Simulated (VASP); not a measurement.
# F2 in VASP: a series of runs

Aim: see how the results for F2 move with the level of theory and the settings. Levels: r2SCAN, r2SCAN+rVV10. Tasks: relaxation of the atoms.

Program: VASP 6.6.1. These are calculated values, not measurements. Logs are shortened: lines on timing, memory, paths and dates and some standing lists are left out, and cuts for length are marked.

## Step 1: Starting point

The cell holds a molecule in a box, 2 atoms: a = 10.000 Å, b = 10.500 Å, c = 11.000 Å, α = 90.00°, β = 90.00°, γ = 90.00°.

## Step 2: Relaxation of the atoms, r2SCAN

INCAR

```
SYSTEM = F
ALGO = Normal ; EDIFF = 1E-7
EDIFFG = -0.005 ; ENCUT = 520
IBRION = 2 ; ISIF = 2
ISMEAR = 0 ; ISYM = 0
LASPH = .TRUE. ; LCHARG = .FALSE.
LMIXTAU = .TRUE. ; LREAL = .FALSE.
LWAVE = .FALSE. ; METAGGA = R2SCAN
NELM = 80 ; NSW = 90
PREC = Accurate ; SIGMA = 0.02
```

KPOINTS

```
k-points
0
G
  1 1 1
  0 0 0
```

POSCAR

```
F
1.0
   10.0000000000      0.0000000000      0.0000000000
    0.0000000000     10.5000000000      0.0000000000
    0.0000000000      0.0000000000     11.0000000000
F
2
Direct
    0.5000000000      0.5000000000      0.4359090900
    0.5000000000      0.5000000000      0.5640909100
```

Potentials or basis: VASP PAW PBE potentials, release 64 (F).

Run with:

```
cat potpaw_PBE.64/F/POTCAR > POTCAR
mpirun -np 1 vasp_std > vasp.out
```

OUTCAR:

```text
SYSTEM = F
   EDIFF = 1E-7
   EDIFFG = -0.005
   ENCUT = 520
   IBRION = 2
   ISIF = 2
   ISMEAR = 0
   ISYM = 0
   LASPH = .TRUE.
   LREAL = .FALSE.
   METAGGA = R2SCAN
   NELM = 80
   NSW = 90
   PREC = Accurate

 ion  position               nearest neighbor table
   1  0.500  0.500  0.436-   2 1.41
   2  0.500  0.500  0.564-   1 1.41

IMPORTANT INFORMATION: All symmetrisations will be switched off!
NOSYMM: (Re-)initialisation of all symmetry stuff for point group C_1.

----------------------------------------------------------------------------------------

                                     Primitive cell

  volume of cell :    1155.0000

  direct lattice vectors                    reciprocal lattice vectors
    10.000000000  0.000000000  0.000000000     0.100000000  0.000000000  0.000000000
     0.000000000 10.500000000  0.000000000     0.000000000  0.095238095  0.000000000
     0.000000000  0.000000000 11.000000000     0.000000000  0.000000000  0.090909091

  length of vectors
    10.000000000 10.500000000 11.000000000     0.100000000  0.095238095  0.090909091

  position of ions in fractional coordinates (direct lattice)
     0.500000000  0.500000000  0.435909090
     0.500000000  0.500000000  0.564090910

  ion indices of the primitive-cell ions
   primitive index   ion index
                 1           1
                 2           2

----------------------------------------------------------------------------------------

 KPOINTS: k-points

Automatic generation of k-mesh.
 Grid dimensions read from file:
 generate k-points for:    1    1    1

 Generating k-lattice:

  Cartesian coordinates                     Fractional coordinates (reciprocal lattice)
     0.100000000  0.000000000  0.000000000     1.000000000  0.000000000  0.000000000
     0.000000000  0.095238095  0.000000000     0.000000000  1.000000000  0.000000000
     0.000000000  0.000000000  0.090909091     0.000000000  0.000000000  1.000000000

  Length of vectors
     0.100000000  0.095238095  0.090909091

  Shift w.r.t. Gamma in fractional coordinates (k-lattice)
     0.000000000  0.000000000  0.000000000

 Subroutine IBZKPT returns following result:
 ===========================================

 Found      1 irreducible k-points:

 Following reciprocal coordinates:
            Coordinates               Weight
  0.000000  0.000000  0.000000      1.000000
   k-points           NKPTS =      1   k-points in BZ     NKDIM =      1   number of bands    NBANDS=     11
   number of dos      NEDOS =    301   number of ions     NIONS =      2
   total plane-waves  NPLWV = 537600
   dimension x,y,z NGX =    80 NGY =   80 NGZ =   84
   dimension x,y,z NGXF=   160 NGYF=  160 NGZF=  168
   ions per type =               2
   NGX,Y,Z   is equivalent  to a cutoff of  13.30, 12.67, 12.70 a.u.
   NGXF,Y,Z  is equivalent  to a cutoff of  26.60, 25.33, 25.39 a.u.
 SYSTEM =  F
   PREC   = accura    normal or accurate (medium, high low for compatibility)
   ISTART =      0    job   : 0-new  1-cont  2-samecut
   ICHARG =      2    charge: 1-file 2-atom 10-const
   ISPIN  =      1    spin polarized calculation?
   LNONCOLLINEAR =      F non collinear calculations
   LSORBIT =      F    spin-orbit coupling
   LASPH  =      T    aspherical Exc in radial PAW
   ENCUT  =  520.0 eV  38.22 Ry    6.18 a.u.  18.59 19.52 20.45*2*pi/ulx,y,z
   NELM   =     80;   NELMIN=  2; NELMDL= -5     # of ELM steps
   EDIFF  = 0.1E-06   stopping-criterion for ELM
   LREAL  =      F    real-space projection
   EDIFFG = -.5E-02   stopping-criterion for IOM
   NSW    =     90    number of steps for IOM
   IBRION =      2    ionic relax: 0-MD 1-quasi-New 2-CG
   NFREE  =      1    steps in history (QN), initial steepest desc. (CG)
   ISIF   =      2    stress and relaxation
   ISYM   =      0    0-nonsym 1-usesym 2-fastsym
   POTIM  = 0.5000    time-step for ionic-motion
   TEBEG  =    0.0;   TEEND  =   0.0 temperature during run
   PSTRESS=    0.0 pullay stress
   NELECT =      14.0000    total number of electrons
   NUPDOWN=      -1.0000    fix difference up-down
   EMIN   =  10.00;   EMAX   =-10.00  energy-range for DOS
   EFERMI =   0.00;   METHOD = LEGACY
   ISMEAR =     0;   SIGMA  =   0.02  broadening in eV -4-tet -1-fermi 0-gaus
   EFERMI_NEDOS =   21; number of points for ismear=-14 and -15
   IALGO  =     38    algorithm
   IMIX   =      4    mixing-type and parameters
     AMIX     =   0.40;   BMIX     =  1.00
     AMIX_MAG =   1.60;   BMIX_MAG =  1.00
  volume/ion in A,a.u.               =     577.50      3897.16
  Fermi-wavevector in a.u.,A,eV,Ry     =   0.376060  0.710650  1.924149  0.141421
  Thomas-Fermi vector in A             =   1.307622
   LORBIT       =      0    0 simple, 1 ext, 2 COOP (PROOUT), +10 PAW based schemes
   METAGGA = R2SCAN    functional components
   LHFCALC =     F    Hartree Fock is set to
   AEXX    =    0.0000 exact exchange contribution
   IVDW    =     0    specifies the selected vdW correction
   LEPSILON=     F    determine dielectric tensor
   LRPA    =     F    only Hartree local field effects (RPA)
 conjugate gradient relaxation of ions
 non-spin polarized calculation
 Gauss-broadening in eV      SIGMA  =   0.02
  energy-cutoff  :      520.00
  volume of cell :     1155.00
 maximum number of plane-waves:     31095
 NGX is ok and might be reduce to    80
   NGX = 37   NGY = 39   NGZ = 41

--------------------------------------- Ionic step        1  -------------------------------------------

 number of electron      13.9999989 magnetization

 Free energy of the ion-electron system (eV)
  ---------------------------------------------------
  ext. energy  EPLUGINS =         0.00000000
  ---------------------------------------------------
  free energy    TOTEN  =        -6.13652839 eV

  energy without entropy =       -6.13652839  energy(sigma->0) =       -6.13652839

------------------------ aborting loop because EDIFF is reached ----------------------------------------

  FORCE on cell =-STRESS in cart. coord.  units (eV):
  Direction    XX          YY          ZZ          XY          YZ          ZX
  --------------------------------------------------------------------------------------
  -------------------------------------------------------------------------------------
  Total       -0.0971246     -0.1109257     -0.0843235      0.0000000     -0.0000001     -0.0000006
  in kB       -0.1347279     -0.1538724     -0.1169708      0.0000000     -0.0000001     -0.0000009
  external PRESSURE =      -0.1351904 kB  Pullay stress =       0.0000000 kB

 VOLUME and BASIS-vectors are now :
 -----------------------------------------------------------------------------
  energy-cutoff  :      520.00
  volume of cell :     1155.00
      direct lattice vectors                 reciprocal lattice vectors
    10.000000000  0.000000000  0.000000000     0.100000000  0.000000000  0.000000000
     0.000000000 10.500000000  0.000000000     0.000000000  0.095238095  0.000000000
     0.000000000  0.000000000 11.000000000     0.000000000  0.000000000  0.090909091

 POSITION                                       TOTAL-FORCE (eV/Angst)
 -----------------------------------------------------------------------------------
      5.00000      5.25000      4.79500         0.000001      0.000000     -0.020238
      5.00000      5.25000      6.20500        -0.000001     -0.000000      0.020238
 -----------------------------------------------------------------------------------
    total drift:                               -0.000001      0.000000      0.000006

  FREE ENERGIE OF THE ION-ELECTRON SYSTEM (eV)
  ---------------------------------------------------
  free  energy   TOTEN  =        -6.1365283939 eV

  energy  without entropy=       -6.1365283939  energy(sigma->0) =       -6.13652839

--------------------------------------- Ionic step        2  -------------------------------------------

 number of electron      13.9999989 magnetization

------------------------ aborting loop because EDIFF is reached ----------------------------------------

  FORCE on cell =-STRESS in cart. coord.  units (eV):
  Direction    XX          YY          ZZ          XY          YZ          ZX
  --------------------------------------------------------------------------------------
  -------------------------------------------------------------------------------------
  Total       -0.1064314     -0.1184228     -0.1948075     -0.0000010      0.0000008     -0.0000010
  in kB       -0.1476381     -0.1642721     -0.2702305     -0.0000014      0.0000011     -0.0000014
  external PRESSURE =      -0.1940469 kB  Pullay stress =       0.0000000 kB

 VOLUME and BASIS-vectors are now :
 -----------------------------------------------------------------------------
  energy-cutoff  :      520.00
  volume of cell :     1155.00
      direct lattice vectors                 reciprocal lattice vectors
    10.000000000  0.000000000  0.000000000     0.100000000  0.000000000  0.000000000
     0.000000000 10.500000000  0.000000000     0.000000000  0.095238095  0.000000000
     0.000000000  0.000000000 11.000000000     0.000000000  0.000000000  0.090909091

 POSITION                                       TOTAL-FORCE (eV/Angst)
 -----------------------------------------------------------------------------------
      5.00000      5.25000      4.79402        -0.000001     -0.000002      0.054881
      5.00000      5.25000      6.20598         0.000001      0.000002     -0.054881
 -----------------------------------------------------------------------------------
    total drift:                                0.000027      0.000015      0.000004

  FREE ENERGIE OF THE ION-ELECTRON SYSTEM (eV)
  ---------------------------------------------------
  free  energy   TOTEN  =        -6.1365175470 eV

  energy  without entropy=       -6.1365175470  energy(sigma->0) =       -6.13651755

--------------------------------------- Ionic step        3  -------------------------------------------

 number of electron      13.9999989 magnetization

------------------------ aborting loop because EDIFF is reached ----------------------------------------

  FORCE on cell =-STRESS in cart. coord.  units (eV):
  Direction    XX          YY          ZZ          XY          YZ          ZX
  --------------------------------------------------------------------------------------
  -------------------------------------------------------------------------------------
  Total       -0.1061320     -0.1190064     -0.1431256     -0.0000055      0.0000000     -0.0000006
  in kB       -0.1472227     -0.1650817     -0.1985390     -0.0000077      0.0000000     -0.0000009
  external PRESSURE =      -0.1702812 kB  Pullay stress =       0.0000000 kB

 VOLUME and BASIS-vectors are now :
 -----------------------------------------------------------------------------
  energy-cutoff  :      520.00
  volume of cell :     1155.00
      direct lattice vectors                 reciprocal lattice vectors
    10.000000000  0.000000000  0.000000000     0.100000000  0.000000000  0.000000000
     0.000000000 10.500000000  0.000000000     0.000000000  0.095238095  0.000000000
     0.000000000  0.000000000 11.000000000     0.000000000  0.000000000  0.090909091

 POSITION                                       TOTAL-FORCE (eV/Angst)
 -----------------------------------------------------------------------------------
      5.00000      5.25000      4.79451        -0.000003     -0.000010      0.018260
      5.00000      5.25000      6.20549         0.000003      0.000010     -0.018260
 -----------------------------------------------------------------------------------
    total drift:                               -0.000014     -0.000022     -0.000002

  FREE ENERGIE OF THE ION-ELECTRON SYSTEM (eV)
  ---------------------------------------------------
  free  energy   TOTEN  =        -6.1365530395 eV

  energy  without entropy=       -6.1365530395  energy(sigma->0) =       -6.13655304

--------------------------------------- Ionic step        4  -------------------------------------------

 number of electron      13.9999989 magnetization

 Free energy of the ion-electron system (eV)
  ---------------------------------------------------
  ext. energy  EPLUGINS =         0.00000000
  ---------------------------------------------------
  free energy    TOTEN  =        -6.13655733 eV

  energy without entropy =       -6.13655733  energy(sigma->0) =       -6.13655733

 E-fermi :  -9.6948     XC(G=0):  -0.3076

 val. band max:       -9.8780183994   @ k =   0.0000   0.0000   0.0000
 cond. band min:      -5.3957761852   @ k =   0.0000   0.0000   0.0000
 fundamental gap:      4.4822422142
 Fermi energy:        -9.6947781403

 k-point     1 :       0.0000    0.0000    0.0000
  band No.  band energies     occupation
      1     -35.5929      2.00000
      2     -29.0985      2.00000
      3     -15.6165      2.00000
      4     -13.3481      2.00000
      5     -13.3481      2.00000
      6      -9.8780      2.00000
      7      -9.8780      2.00000
      8      -5.3958      0.00000
      9       0.0185      0.00000
     10       1.2661      0.00000
     11       1.2684      0.00000

------------------------ aborting loop because EDIFF is reached ----------------------------------------

  FORCE on cell =-STRESS in cart. coord.  units (eV):
  Direction    XX          YY          ZZ          XY          YZ          ZX
  --------------------------------------------------------------------------------------
  -------------------------------------------------------------------------------------
  Total       -0.1058528     -0.1181314     -0.1180593     -0.0000000     -0.0000001      0.0000001
  in kB       -0.1468355     -0.1638680     -0.1637679     -0.0000000     -0.0000002      0.0000001
  external PRESSURE =      -0.1581571 kB  Pullay stress =       0.0000000 kB

 VOLUME and BASIS-vectors are now :
 -----------------------------------------------------------------------------
  energy-cutoff  :      520.00
  volume of cell :     1155.00
      direct lattice vectors                 reciprocal lattice vectors
    10.000000000  0.000000000  0.000000000     0.100000000  0.000000000  0.000000000
     0.000000000 10.500000000  0.000000000     0.000000000  0.095238095  0.000000000
     0.000000000  0.000000000 11.000000000     0.000000000  0.000000000  0.090909091

 POSITION                                       TOTAL-FORCE (eV/Angst)
 -----------------------------------------------------------------------------------
      5.00000      5.25000      4.79474         0.000000     -0.000000      0.000580
      5.00000      5.25000      6.20526        -0.000000      0.000000     -0.000580
 -----------------------------------------------------------------------------------
    total drift:                               -0.000004      0.000000      0.000001

  FREE ENERGIE OF THE ION-ELECTRON SYSTEM (eV)
  ---------------------------------------------------
  free  energy   TOTEN  =        -6.1365573318 eV

  energy  without entropy=       -6.1365573318  energy(sigma->0) =       -6.13655733

 reached required accuracy - stopping structural energy minimisation
```

Wall time 7.7 min (1 thread of Intel Xeon 6975P-C (Granite Rapids), shared host); peak memory 1.3 GiB.

What came out:

```
Free energy                     : -6.1366 eV
Energy gained by relaxing       : 0.0 meV/atom
Ionic steps                     : 4
Gap between the frontier levels : 4.48 eV
```

Final structure:
```
F
1.0
    10.00000    0.00000    0.00000
     0.00000   10.50000    0.00000
     0.00000    0.00000   11.00000
F
2
Direct
  0.50000 0.50000 0.43589
  0.50000 0.50000 0.56411
```

Levels at points of the mesh, in eV from the valence-band top:
```csv
k point,band 5,band 6,band 7,band 8,band 9,band 10
"(0.00, 0.00, 0.00)",-3.47,0.00,0.00,4.48,9.90,11.14
```

Caveat: the PAW data sets were made with another functional, which shifts forces and pressure a little.

## Step 3: Relaxation of the atoms, r2SCAN+rVV10

INCAR

```
SYSTEM = F
ALGO = Normal ; BPARAM = 11.95
CPARAM = 0.0093 ; EDIFF = 1E-7
EDIFFG = -0.005 ; ENCUT = 520
IBRION = 2 ; ISIF = 2
ISMEAR = 0 ; ISYM = 0
IVDW_NL = 2 ; LASPH = .TRUE.
LCHARG = .FALSE. ; LMIXTAU = .TRUE.
LREAL = .FALSE. ; LUSE_VDW = .TRUE.
LWAVE = .FALSE. ; METAGGA = R2SCAN
NELM = 80 ; NSW = 90
PREC = Accurate ; SIGMA = 0.02
```

KPOINTS is that of step 2.

POSCAR is that of step 2.

Potentials or basis: VASP PAW PBE potentials, release 64 (F).

Run with:

```
cat potpaw_PBE.64/F/POTCAR > POTCAR
mpirun -np 1 vasp_std > vasp.out
```

It took 50 min on 1 thread of Intel Xeon 6975P-C (Granite Rapids), shared host; peak memory 2.9 GiB.

It converged, with:

| Item | Value |
| --- | --- |
| Free energy | -5.5316 eV |
| Energy gained by relaxing | 0.0 meV/atom |
| Ionic steps | 3 |
| Gap between the frontier levels | 4.48 eV |

Final structure:
```
F
1.0
    10.00000    0.00000    0.00000
     0.00000   10.50000    0.00000
     0.00000    0.00000   11.00000
F
2
Direct
  0.50000 0.50000 0.43589
  0.50000 0.50000 0.56411
```

Levels at points of the mesh, in eV from the valence-band top:
| k point | band 5 | band 6 | band 7 | band 8 | band 9 | band 10 |
| --- | --- | --- | --- | --- | --- | --- |
| (0.00, 0.00, 0.00) | -3.47 | 0.00 | 0.00 | 4.48 | 9.90 | 11.15 |

Caveat: the PAW data sets were made with another functional, which shifts forces and pressure a little. r2SCAN opens gaps a little over a GGA but as a rule still falls short of measured ones.

## Step 4: Relaxation of the atoms, r2SCAN

INCAR

```
  PREC = Accurate
  ENCUT = 520
  EDIFF = 1E-7
  ISMEAR = 0
  SIGMA = 0.02
  LREAL = F
  LASPH = T
  NELM = 60
  ALGO = Normal
  ISIF = 2
  LWAVE = F
  LCHARG = F
  METAGGA = R2SCAN
  LMIXTAU = T
  IBRION = 2
  NSW = 90
  EDIFFG = -0.005
  ISYM = 0
```

KPOINTS

```
regular mesh
0
Gamma
  1 1 1
```

POSCAR is that of step 3.

Run with:

```
cat potpaw_PBE.64/F/POTCAR > POTCAR
mpirun -np 1 vasp_std > vasp.out
```

Run time: 20 min. Hardware: 1 thread of Intel Xeon Platinum 8259CL at 2.50GHz (Skylake/Cascade Lake), shared host; peak memory 1.3 GiB.

Results (log left out):

| Item | Value |
| --- | --- |
| Free energy | -6.1366 eV |
| Energy gained by relaxing | 0.0 meV/atom |
| Ionic steps | 4 |
| Gap between the frontier levels | 4.48 eV |

Final structure:
```yaml
crystal:
  lattice:
    - [10.00000, 0.00000, 0.00000]
    - [0.00000, 10.50000, 0.00000]
    - [0.00000, 0.00000, 11.00000]
  atoms:
    - { symbol: F, position: [0.50000, 0.50000, 0.43589] }
    - { symbol: F, position: [0.50000, 0.50000, 0.56411] }
```

Levels at points of the mesh, in eV from the valence-band top:
| k point | band 5 | band 6 | band 7 | band 8 | band 9 | band 10 |
| --- | --- | --- | --- | --- | --- | --- |
| (0.00, 0.00, 0.00) | -3.47 | 0.00 | 0.00 | 4.48 | 9.90 | 11.14 |

Caveat: the PAW data sets were made with another functional, which shifts forces and pressure a little.
